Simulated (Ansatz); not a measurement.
Starting cell, CsCl (CsCl type):

```xyz
2
Lattice="4.1403 0.0000 0.0000 0.0000 4.1403 0.0000 0.0000 0.0000 4.1403" Properties=species:S:1:pos:R:3 pbc="T T T"
Cs     0.0000     0.0000     0.0000
Cl     2.0702     2.0702     2.0702
```

In this cell atom 1 (Cs, nearest neighbour Cl at 3.586 Å; its periodic images, 4.1 Å or more away, move with it) is moved by s along Cartesian x, unit vector (1.000, 0.000, 0.000); all other atoms and the cell stay fixed.

The numbers are results of r2SCAN (plane waves to 500 eV, PAW, scalar-relativistic; Ansatz, a program for electronic structure), not measurements. k mesh 7×7×7 (Γ-centred), Fermi-Dirac smearing 0.05 eV. E stands for the smeared free energy. CsCl was relaxed with its symmetry unable to fall. The zero of ΔE is the undisplaced structure.

**Question.** What ΔE (meV/cell) does the calculation give at s (Å) = -1.080, -0.864, -0.216, 0.216, 0.432, 0.648, 0.864, 1.080?

**Answer.** 
```json
[
 {"s (Å)": "-1.080", "ΔE (meV/cell)": "586"},
 {"s (Å)": "-0.864", "ΔE (meV/cell)": "372"},
 {"s (Å)": "-0.216", "ΔE (meV/cell)": "22"},
 {"s (Å)": "0.216", "ΔE (meV/cell)": "22"},
 {"s (Å)": "0.432", "ΔE (meV/cell)": "89"},
 {"s (Å)": "0.648", "ΔE (meV/cell)": "205"},
 {"s (Å)": "0.864", "ΔE (meV/cell)": "372"},
 {"s (Å)": "1.080", "ΔE (meV/cell)": "586"}
]
```

(A displaced cell: forces are minus the slopes of the energy, force constants its curvatures, and phonons follow from these.)
